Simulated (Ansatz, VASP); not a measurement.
**One calculation of Be, two programs**

Contents of INCAR:

```
PREC = Accurate
ENCUT = 520
EDIFF = 1E-7
ISMEAR = -1
SIGMA = 0.05
LREAL = False
LASPH = True
NELM = 80
ALGO = Normal
ISIF = 2
LWAVE = False
LCHARG = False
GGA = PE
NBANDS = 9
```

KPOINTS

```
regular mesh
0
Gamma
  13 13 8
```

Contents of POSCAR:

```
Be
1.0
    2.2699619540      0.0000000000      0.0000000000
   -1.1349809770      1.9658447178      0.0000000000
    0.0000000000      0.0000000000      3.5601442416
Be
2
Direct
    0.6666666667      0.3333333333      0.7500000000
    0.3333333333      0.6666666667      0.2500000000
```

input.yaml

```yaml
crystal:
  lattice:
    - [2.269961954, 0.0, 0.0]
    - [-1.134980977, 1.9658447178, 0.0]
    - [0.0, 0.0, 3.5601442416]
  atoms:
    - { symbol: Be, position: [0.6666666667, 0.3333333333, 0.75] }
    - { symbol: Be, position: [0.3333333333, 0.6666666667, 0.25] }
hamiltonian:
  xc: pbe
  pseudopotentials: { kind: paw }
kpoints:
  mp_grid: { grid: [13, 13, 8] }
scf:
  occupations: { method: fermi_dirac, width: 0.05 }
output:
  forces: true
  stress: true
  eigenvalues: true
```

Change from the starting cell: volume scaled by 0.98.

Alike in both runs: task single point; functional PBE; k mesh 13 × 13 × 8; occupations fermi-dirac, width 0.05 eV; no spin polarisation.

|  | VASP | Ansatz |
| --- | --- | --- |
| version | VASP 6.6.1 | Ansatz 0.2.0 |
| potentials or method | VASP PAW PBE potentials, release 64 (Be) | Ansatz PAW |
| plane-wave cutoff (eV) | 520 | 420 |
| valence electrons in the cell | 4 | 4 |

```tsv
	VASP	Ansatz	Ansatz less VASP
gap on the k mesh at the Fermi level (eV)	none	none	-
pressure (GPa)	-0.3	-0.4	-0.15
largest component of the traceless stress (GPa)	0.48	0.51	+0.031
```

A gap of «none» marks a metal or a gap that the smearing closes.
